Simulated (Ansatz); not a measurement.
NaBr (rock salt)

```
NaBr
1.0
    0.00000     3.01799     3.01799
    3.01799     0.00000     3.01799
    3.01799     3.01799     0.00000
Br Na
1 1
Direct
  0.00000   0.00000   0.00000
  0.50000   0.50000   0.50000
```

The slice is a {111} plane (indices of the conventional cell) through the point (0.500, 0.500, 0.500) (fractional), spanned by u = [100] and v = [-1 2 0] in vectors of this cell: u (4.27 Å) and v (7.39 Å, at 90° to u). It covers one period; positions are fractions (u, v).

Calculation: PBE (plane waves to 420 eV, PAW, scalar-relativistic; Ansatz, a quantum-chemistry and plane-wave program). k mesh 10×10×10. Near the nuclei the fields are pseudised (PAW); where an atom keeps semicore shells as valence, they peak there. NaBr was relaxed with its symmetry unable to fall.

Task: Predict the map of the electron localisation function (ELF) on the slice.

Result: 
```
v \ u  0.00  0.11  0.22  0.33  0.44  0.56  0.67  0.78  0.89
-----  ----  ----  ----  ----  ----  ----  ----  ----  ----
0.94      x  0.59  0.02  0.03  0.08  0.08  0.03  0.03  0.59
0.84   0.01  0.01  0.02  0.13  0.31  0.31  0.13  0.02  0.01
0.75   0.18  0.10  0.03  0.05  0.15  0.15  0.05  0.03  0.10
0.66   0.33  0.23  0.06  0.01  0.01  0.01  0.01  0.05  0.23
0.56   0.09  0.07  0.01  0.29  0.62  0.62  0.29  0.01  0.07
0.47   0.04  0.03  0.01  0.50     x     x  0.50  0.01  0.03
0.38   0.28  0.20  0.04  0.01  0.11  0.10  0.01  0.04  0.20
0.28   0.27  0.15  0.04  0.03  0.07  0.07  0.03  0.04  0.15
0.19   0.02  0.02  0.03  0.11  0.29  0.29  0.11  0.03  0.02
0.09   0.57  0.31  0.01  0.07  0.17  0.17  0.07  0.01  0.32
0.00      x     x  0.12  0.01  0.03  0.03  0.01  0.12     x
```

Values: electron localisation function (ELF). Points within 0.5 Å of a nucleus are blanked (x), as the pseudised field means little there.
